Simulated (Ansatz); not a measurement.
A run of Ansatz 0.2.0 is set up as follows.

Contents of input.yaml:

```yaml
crystal:
  lattice:
    - [-1.58422, 1.58422, 1.58422]
    - [1.58422, -1.58422, 1.58422]
    - [1.58422, 1.58422, -1.58422]
  atoms:
    - { symbol: Pt, position: [0.0, 0.0, 0.0] }
hamiltonian:
  xc: pbe
  pseudopotentials: { kind: paw }
  dispersion: d3bj
kpoints:
  mp_grid: { grid: [12, 12, 12] }
scf:
  occupations: { method: fermi_dirac, width: 0.05 }
output:
  forces: true
  stress: true
  eigenvalues: true
relax:
  f_tol: 0.01
  max_steps: 40
  cell: { stress_tol: 0.05 }
```

Potentials or basis: Ansatz PAW.

Launch:

```console
$ ansatz run input.yaml --threads 2 --pin off --max-ram 5632MiB --backend cpu --events-out ev --progress --plain --runs-dir out
```

Problem. Predict the band gap on the k mesh.

Solution. None (metal or under the smearing width).

Problem. What does it give for the relaxed volume?

Solution. 15.31 Å³/atom.

Problem. Estimate the relaxed cell.

Solution. a = 2.710 Å, b = 2.710 Å, c = 2.710 Å, α = 109.47°, β = 109.47°, γ = 109.47°.

Problem. Predict the space group after relaxing (to 0.05 Å).

Solution. Im-3m (No. 229).

Final structure:
```xyz
1
Lattice="-1.5644 1.5644 1.5644 1.5644 -1.5644 1.5644 1.5644 1.5644 -1.5644" Properties=species:S:1:pos:R:3 pbc="T T T"
Pt    0.0000    0.0000    0.0000
```

Caveat: pairwise dispersion overbinds metals, which lowers pressure and volume. The run has no spin-orbit coupling, so splittings on Pt are missing.
